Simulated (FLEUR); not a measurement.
## MoS2 in FLEUR: convergence with k mesh

Input of the first run (k mesh 2 × 2 × 1); the others differ in this setting and in those tied to it:

Contents of inp.xml:

```xml
<?xml version="1.0" encoding="UTF-8" standalone="no"?>
<fleurInput fleurInputVersion="0.39">
   <comment>
      MoS2                                                                                                
   </comment>
   <calculationSetup>
      <cutoffs Kmax="5.44" Gmax="16.9" GmaxXC="16.9" numbands="0"/>
      <scfLoop itmax="60" minDistance="0.00001" maxIterBroyd="15" imix="Anderson" alpha="0.05" precondParam="0.0" spinf="2.0" sdNocoIR="T"/>
      <coreElectrons ctail="T" frcor="F" kcrel="0" coretail_lmax="0"/>
      <xcFunctional name="pbe" relativisticCorrections="F"/>
      <magnetism jspins="1"/>
      <soc l_soc="F" theta="0.0" phi="0.0" spav="F"/>
      <expertModes spex="0" secvar="F"/>
      <geometryOptimization l_f="T" forcealpha="1.0" forcemix="BFGS" epsdisp="0.0005" epsforce="0.0002"/>
      <ldaU l_linMix="F" mixParam="0.05" spinf="1.0"/>
   </calculationSetup>
   <cell>
      <bzIntegration valenceElectrons="26.0" mode="hist" fermiSmearingEnergy="0.00183747">
         <kPointListSelection listName="default-1"/>
         <!-- k-points included here -->
         <xi:include xmlns:xi="http://www.w3.org/2001/XInclude" href="kpts.xml"> </xi:include>
      </bzIntegration>
      <!-- symmetry operations included here -->
      <xi:include xmlns:xi="http://www.w3.org/2001/XInclude" href="sym.xml"> </xi:include>
      <bulkLattice scale="1.0">
         <bravaisMatrix>
            <row-1>    6.0990240982762058     0.0000000000000000     0.0000000000000000</row-1>
            <row-2>   -3.0495120491381029     5.2819098072880326     0.0000000000000000</row-2>
            <row-3>    0.0000000000000000     0.0000000000000000    11.9288459326171079</row-3>
         </bravaisMatrix>
      </bulkLattice>
   </cell>
   <atomSpecies>
      <species name="Molybdenum (Mo)" element="Mo" atomicNumber="42">
         <mtSphere radius="2.4" gridPoints="801" logIncrement="0.016"/>
         <atomicCutoffs lmax="10" lnonsphr="10"/>
         <electronConfig flipSpins="F">
            <coreConfig>(1s1/2) (2s1/2) (2p1/2) (2p3/2) (3s1/2) (3p1/2) (3p3/2) (3d3/2) (3d5/2)</coreConfig>
            <valenceConfig>(4s1/2) (4p1/2) (4p3/2) (5s1/2) (4d3/2) (4d5/2)</valenceConfig>
            <stateOccupation state="(5s1/2)" spinUp="0.500000" spinDown="0.500000"/>
            <stateOccupation state="(4d3/2)" spinUp="1.000000" spinDown="1.000000"/>
            <stateOccupation state="(4d5/2)" spinUp="1.500000" spinDown="1.500000"/>
         </electronConfig>
         <energyParameters s="5" p="5" d="4" f="4"/>
         <lo type="SCLO" l="0" n="4" eDeriv="0"/>
         <lo type="SCLO" l="1" n="4" eDeriv="0"/>
         <lo type="SCLO" l="1" n="4" eDeriv="1"/>
         <lo type="SCLO" l="2" n="4" eDeriv="2"/>
         <lo type="SCLO" l="3" n="4" eDeriv="2"/>
      </species>
      <species name="Sulfur (S)" element="S" atomicNumber="16">
         <mtSphere radius="1.8" gridPoints="603" logIncrement="0.019"/>
         <atomicCutoffs lmax="8" lnonsphr="8"/>
         <electronConfig flipSpins="F">
            <coreConfig>(1s1/2) (2s1/2) (2p1/2) (2p3/2)</coreConfig>
            <valenceConfig>(3s1/2) (3p1/2) (3p3/2)</valenceConfig>
            <stateOccupation state="(3p1/2)" spinUp="0.666667" spinDown="0.666667"/>
            <stateOccupation state="(3p3/2)" spinUp="1.333333" spinDown="1.333333"/>
         </electronConfig>
         <energyParameters s="3" p="3" d="3" f="4"/>
         <lo type="SCLO" l="0" n="3" eDeriv="2"/>
         <lo type="SCLO" l="1" n="3" eDeriv="2"/>
         <lo type="SCLO" l="2" n="3" eDeriv="2"/>
         <lo type="SCLO" l="3" n="4" eDeriv="2"/>
      </species>
   </atomSpecies>
   <atomGroups>
      <atomGroup species="Molybdenum (Mo)">
         <relPos label="                   1">.0000000000 .0000000000 1.000/2.000</relPos>
         <force calculate="T" relaxXYZ="TTT"/>
      </atomGroup>
      <atomGroup species="Sulfur (S)">
         <relPos label="                   2">-1.000/3.000 1.000/3.000 -.2553193200</relPos>
         <relPos label="                   3">1.000/3.000 -1.000/3.000 .2553193200</relPos>
         <force calculate="T" relaxXYZ="TTT"/>
      </atomGroup>
   </atomGroups>
   <output dos="F" band="F" slice="F">
      <checks vchk="F" cdinf="F"/>
      <bandDOS minEnergy="-.5*Htr" maxEnergy="0.5*Htr" sigma="0.015" storeEVData="T"/>
      <vacuumDOS vacdos="F" integ="F" star="F" nstars="0" locx1="0.0" locy1="0.0" locx2="0.0" locy2="0.0" nstm="0" tworkf="0.0"/>
      <unfoldingBand unfoldBand="F" supercellX="1" supercellY="1" supercellZ="1"/>
      <plotting iplot="0" polar="F">
         <plot TwoD="T" vec1="  1.0  0.0  0.0" vec2="  0.0  1.0  0.0" vec3="  0.0  0.0  1.0" zero="  0.0  0.0  0.0" file="plot"/>
      </plotting>
      <chargeDensitySlicing numkpt="0" minEigenval="0.0" maxEigenval="0.0" nnne="0" pallst="F"/>
      <specialOutput eonly="F"/>
      <moessbauerParams electricFieldGradient="T" isomerShift="T" coreHyperfine="T" valenceHyperfine="T"/>
      <magneticCircularDichroism mcd="F" energyLo="-10.0" energyUp="0.0"/>
   </output>
  <!-- We include the file relax.xml here to enable relaxations (see documentation) -->
  <xi:include xmlns:xi="http://www.w3.org/2001/XInclude" href="relax.xml"> <xi:fallback/> </xi:include>
</fleurInput>
```

crystal.txt

```
MoS2
&input cartesian=F /
3.2274645616  0.0000000000  0.0000000000
-1.6137322808  2.7950663001  0.0000000000
0.0000000000  0.0000000000  6.3124734200
1.8897261246
1.0 1.0 1.0

3
42 0.0000000000  0.0000000000  0.5000000000
16 0.6666666667  0.3333333333  0.7446806800
16 0.3333333333  0.6666666667  0.2553193200

&kpt div1=2 div2=2 div3=1 gamma=T /
```

Potentials or basis: all-electron, FLAPW.

Command:

```bash
$ inpgen -f crystal.txt -profile fastHighL
$ # inp.xml edited to the form shown
$ fleur_MPI
```

Measurements of this composition are mostly on another form, of space group No. 194.

Hardware: 1 thread of Arm Neoverse V2, on a shared host.

| k mesh | energy less the tightest run, at zero smearing (meV/atom) | largest force (eV/Å) | SCF cycles | CPU time (s) | peak memory (GiB) |
| --- | --- | --- | --- | --- | --- |
| 2 × 2 × 1 | 206.36 | 1.049 | 23 | 45 | 0.11 |
| 4 × 4 × 2 | 33.54 | 0.060 | 21 | 110 | 0.11 |
| 5 × 5 × 2 | 3.57 | 0.141 | 22 | 140 | 0.11 |
| 6 × 6 × 3 | -12.17 | 0.252 | 21 | 220 | 0.11 |
| 8 × 8 × 3 | 0.10 | 0.278 | 21 | 310 | 0.11 |
| 9 × 9 × 4 | -2.62 | 0.290 | 21 | 540 | 0.12 |
| 11 × 11 × 5 | 0.00 | 0.279 | 22 | 880 | 0.12 |
| 14 × 14 × 6 | timed out after 1100 s | - | - | - | - |

Not settled before the last step: the energy (to 1 meV/atom), the largest force (to 0.005 eV/Å). Meshes of other sizes hit other points, so gaps and Fermi surfaces needn't settle smoothly. The tightest run that finished is the yardstick and may itself not be fully converged.
